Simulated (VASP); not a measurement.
# Ag (Im-3m) in VASP: further runs, part 2 of 2

VASP 6.6.1. Earlier steps stand in the parts before.

## (3) Relaxation of cell and atoms, PBEsol

INCAR reads:

```
SYSTEM = Ag
PREC = Accurate
ENCUT = 600
EDIFF = 1E-7
ISMEAR = 0
SIGMA = 0.1
LREAL = .FALSE.
LASPH = .TRUE.
NELM = 100
ALGO = Normal
ISIF = 3
LWAVE = .FALSE.
LCHARG = .FALSE.
GGA = PS
IBRION = 2
NSW = 90
EDIFFG = -0.005
```

KPOINTS reads:

```
Automatic mesh
0
G
  6 6 6
  0 0 0
```

POSCAR reads:

```
Ag
1.0
   -1.6229757800      1.6229757800      1.6229757800
    1.6229757800     -1.6229757800      1.6229757800
    1.6229757800      1.6229757800     -1.6229757800
Ag
1
Direct
    0.0000000000      0.0000000000      0.0000000000
```

Potentials or basis: VASP PAW PBE potentials, release 64 (Ag).

Command:

```
cat potpaw_PBE.64/Ag/POTCAR > POTCAR
mpirun -np 1 vasp_std > vasp.out
```

OUTCAR:

```text
SYSTEM = Ag
   PREC = Accurate
   ENCUT = 600
   EDIFF = 1E-7
   ISMEAR = 0
   LREAL = .FALSE.
   LASPH = .TRUE.
   NELM = 100
   ISIF = 3
   GGA = PS
   IBRION = 2
   NSW = 90
   EDIFFG = -0.005

 ion  position               nearest neighbor table
   1  0.000  0.000  0.000-

  LATTYP: Found a body centered cubic cell.
 ALAT       =     3.2459515600

  Lattice vectors:

 A1 = (  -1.6229757800,   1.6229757800,   1.6229757800)
 A2 = (   1.6229757800,  -1.6229757800,   1.6229757800)
 A3 = (   1.6229757800,   1.6229757800,  -1.6229757800)

Analysis of symmetry for initial positions (statically):
=====================================================================
 Subroutine PRICEL returns:
 Original cell was already a primitive cell.

 Routine SETGRP: Setting up the symmetry group for a
 body centered cubic supercell.

 Subroutine GETGRP returns: Found 48 space group operations
 (whereof 48 operations were pure point group operations)
 out of a pool of 48 trial point group operations.

The static configuration has the point symmetry O_h .

Analysis of symmetry for dynamics (positions and initial velocities):
=====================================================================
 Subroutine PRICEL returns:
 Original cell was already a primitive cell.

 Routine SETGRP: Setting up the symmetry group for a
 body centered cubic supercell.

 Subroutine GETGRP returns: Found 48 space group operations
 (whereof 48 operations were pure point group operations)
 out of a pool of 48 trial point group operations.

The dynamic configuration has the point symmetry O_h .

 Subroutine INISYM returns: Found 48 space group operations
 (whereof 48 operations are pure point group operations),
 and found     1 'primitive' translations

----------------------------------------------------------------------------------------

                                     Primitive cell

[... 91 lines left out ...]
   NUPDOWN=      -1.0000    fix difference up-down
   EMIN   =  10.00;   EMAX   =-10.00  energy-range for DOS
   EFERMI =   0.00;   METHOD = LEGACY
   ISMEAR =     0;   SIGMA  =   0.10  broadening in eV -4-tet -1-fermi 0-gaus
   EFERMI_NEDOS =   21; number of points for ismear=-14 and -15
   IALGO  =     38    algorithm
   IMIX   =      4    mixing-type and parameters
     AMIX     =   0.40;   BMIX     =  1.00
     AMIX_MAG =   1.60;   BMIX_MAG =  1.00
  volume/ion in A,a.u.               =      17.10       115.40
  Fermi-wavevector in a.u.,A,eV,Ry     =   1.413211  2.670582 27.173086  1.997165
  Thomas-Fermi vector in A             =   2.534880
   LORBIT       =      0    0 simple, 1 ext, 2 COOP (PROOUT), +10 PAW based schemes
   GGA     = PS    functional components
   LHFCALC =     F    Hartree Fock is set to
   AEXX    =    0.0000 exact exchange contribution
   IVDW    =     0    specifies the selected vdW correction
   LEPSILON=     F    determine dielectric tensor
   LRPA    =     F    only Hartree local field effects (RPA)
 conjugate gradient relaxation of ions
 non-spin polarized calculation
 Gauss-broadening in eV      SIGMA  =   0.10
  energy-cutoff  :      600.00
  volume of cell :       17.10
 maximum number of plane-waves:       603
 NGX is ok and might be reduce to    24
   NGX = 11   NGY = 11   NGZ = 11

--------------------------------------- Ionic step        1  -------------------------------------------

 number of electron      11.0000000 magnetization

 Free energy of the ion-electron system (eV)
  ---------------------------------------------------
  ext. energy  EPLUGINS =         0.00000000
  ---------------------------------------------------
  free energy    TOTEN  =        -3.18121556 eV

  energy without entropy =       -3.17008909  energy(sigma->0) =       -3.17565233

------------------------ aborting loop because EDIFF is reached ----------------------------------------

  FORCE on cell =-STRESS in cart. coord.  units (eV):
  Direction    XX          YY          ZZ          XY          YZ          ZX
  --------------------------------------------------------------------------------------
  -------------------------------------------------------------------------------------
  Total       -0.2370398     -0.2370398     -0.2370398      0.0000000      0.0000000      0.0000000
  in kB      -22.2093482    -22.2093482    -22.2093482      0.0000000      0.0000000      0.0000000
  external PRESSURE =     -22.2093482 kB  Pullay stress =       0.0000000 kB
[... 57 lines left out ...]
--------------------------------------- Ionic step        3  -------------------------------------------

 number of electron      10.9999997 magnetization

 Free energy of the ion-electron system (eV)
  ---------------------------------------------------
  ext. energy  EPLUGINS =         0.00000000
  ---------------------------------------------------
  free energy    TOTEN  =        -3.18362304 eV

  energy without entropy =       -3.17249695  energy(sigma->0) =       -3.17805999

 E-fermi :   8.6481     XC(G=0): -12.5185

 val. band max:        8.3399148140   @ k =   0.1667   0.1667   0.1667
 cond. band min:       8.6826898783   @ k =   0.3333   0.1667   0.0000
 fundamental gap:      0.3427750643
 Fermi energy:         8.6481283962

 k-point     1 :       0.0000    0.0000    0.0000
  band No.  band energies     occupation
      1       0.5196      2.00000
      2       3.4987      2.00000
      3       3.4987      2.00000
      4       3.4987      2.00000
      5       4.8859      2.00000
      6       4.8859      2.00000
      7      26.4788      0.00000
      8      26.4788      0.00000
      9      26.4788      0.00000
[... 206 lines left out ...]
  FREE ENERGIE OF THE ION-ELECTRON SYSTEM (eV)
  ---------------------------------------------------
  free  energy   TOTEN  =        -3.1836230412 eV

  energy  without entropy=       -3.1724969472  energy(sigma->0) =       -3.17805999

 reached required accuracy - stopping structural energy minimisation
```

OSZICAR:

```text
N       E                     dE             d eps       ncg     rms          rms(c)
DAV:   1     0.493161766210E+02    0.49316E+02   -0.64185E+03   296   0.126E+03
DAV:   2    -0.315273246972E+01   -0.52469E+02   -0.50090E+02   299   0.217E+02
DAV:   3    -0.353984562095E+01   -0.38711E+00   -0.38695E+00   342   0.242E+01
[... 22 lines left out ...]
DAV:   3    -0.318382089400E+01    0.76033E-03   -0.18613E-03   293   0.428E-01    0.248E-01
DAV:   4    -0.318362157493E+01    0.19932E-03   -0.27014E-04   299   0.159E-01    0.932E-03
DAV:   5    -0.318362250155E+01   -0.92662E-06   -0.61805E-06   300   0.246E-02    0.440E-03
DAV:   6    -0.318362304174E+01   -0.54020E-06   -0.45035E-07   298   0.752E-03    0.303E-04
DAV:   7    -0.318362304118E+01    0.56002E-09   -0.17522E-09   147   0.514E-04
   3 F= -.31836230E+01 E0= -.31780600E+01  d E =-.240748E-02
```

CONTCAR:

```text
Ag
   1.00000000000000
    -1.6121907962832653    1.6121907962832653    1.6121907962832653
     1.6121907962832653   -1.6121907962832653    1.6121907962832653
     1.6121907962832653    1.6121907962832653   -1.6121907962832653
  Ag
     1
Direct
     0.0000000000000000    0.0000000000000000    0.0000000000000000

  0.00000000E+00  0.00000000E+00  0.00000000E+00
```

Wall time 8.4 s (1 thread of Intel Xeon 6975P-C (Granite Rapids), shared host); peak memory 0.15 GiB.

Results:

* Free energy: -3.1836 eV
* Relaxed volume: 16.76 Å³/atom
* Relaxed cell: a = 2.792 Å, b = 2.792 Å, c = 2.792 Å, α = 109.47°, β = 109.47°, γ = 109.47°
* Space group after relaxing (to 0.05 Å): Im-3m (No. 229)
* Energy gained by relaxing: 2.4 meV/atom
* Ionic steps: 3
* Pressure after relaxing: 0.0 GPa
* Band gap on the k mesh: none (metal or under the smearing width)

Step by step:
| step | energy change (eV) | largest force (eV/Å) | pressure (GPa) | volume (Å³) |
| --- | --- | --- | --- | --- |
| 1 | 0.0000 | 0.0000 | -2.22 | 17.10 |
| 2 | -0.0011 | 0.0000 | 1.80 | 16.52 |
| 3 | -0.0024 | 0.0000 | 0.00 | 16.76 |

Final structure:
```yaml
crystal:
  lattice:
    - [-1.61219, 1.61219, 1.61219]
    - [1.61219, -1.61219, 1.61219]
    - [1.61219, 1.61219, -1.61219]
  atoms:
    - { symbol: Ag, position: [0.00000, 0.00000, 0.00000] }
```

Caveat: the k mesh is coarse (spacing up to 0.46 Å⁻¹), so the values aren't converged; the PAW data sets were made with another functional, which shifts forces and pressure a little.

## (4) Single point, PBEsol

INCAR reads:

```
  PREC = Accurate
  ENCUT = 520
  EDIFF = 1E-6
  ISMEAR = 0
  SIGMA = 0.1
  LREAL = F
  LASPH = T
  NELM = 100
  ALGO = Normal
  ISIF = 2
  LWAVE = F
  LCHARG = F
  GGA = PS
```

KPOINTS reads:

```
regular mesh
0
Gamma
  18 18 18
```

POSCAR is that of step 3.

Command:

```
cat potpaw_PBE.64/Ag/POTCAR > POTCAR
mpirun -np 1 vasp_std > vasp.out
```

Wall time 11 s (1 thread of Intel Xeon 6975P-C (Granite Rapids), shared host); peak memory 0.16 GiB.

Results (log left out):

| Quantity | Value |
| --- | --- |
| Free energy | -3.2649 eV |
| Pressure | -2.2 GPa |
| Band gap on the k mesh | none (metal or under the smearing width) |

Levels at points of the mesh, in eV from the Fermi level:
| k point | band 3 | band 4 | band 5 | band 6 | band 7 | band 8 | band 9 |
| --- | --- | --- | --- | --- | --- | --- | --- |
| (0.00, 0.00, 0.00) | -4.87 | -4.87 | -3.53 | -3.53 | 17.94 | 17.94 | 17.94 |
| (0.50, 0.00, 0.00) | -3.59 | -3.40 | -2.51 | -0.11 | 4.14 | 13.31 | 14.43 |
| (0.50, 0.50, 0.50) | -2.76 | -2.76 | -2.76 | 6.85 | 6.85 | 6.85 | 12.78 |

Caveat: the PAW data sets were made with another functional, which shifts forces and pressure a little.

## (5) The runs side by side

```tsv
task	cell	k mesh	cutoff (eV)	mesh quality	gap on the mesh (eV)	pressure (GPa)	relaxed volume (Å³/atom)
relaxation of cell and atoms	relaxed	18 × 18 × 18	300	not flagged	none	0.0	16.70
relaxation of cell and atoms	relaxed	6 × 6 × 6	600	coarse	none	0.0	16.76
single point	as given	18 × 18 × 18	520	not flagged	none	-2.2	-
```

Alike in all rows: level PBEsol; potentials or basis VASP PAW PBE potentials, release 64 (Ag); no spin polarisation; smearing gaussian 0.1 eV.

Caveats: some runs use coarse meshes; the PAW data sets were made with another functional, which shifts forces and pressure a little; the cutoff is under 1.25 times the usual one of these potentials, so pressure, stress and relaxed cells hold a basis-set (Pulay) error (some runs).

Absolute energies hang on the potentials; compare differences alone.
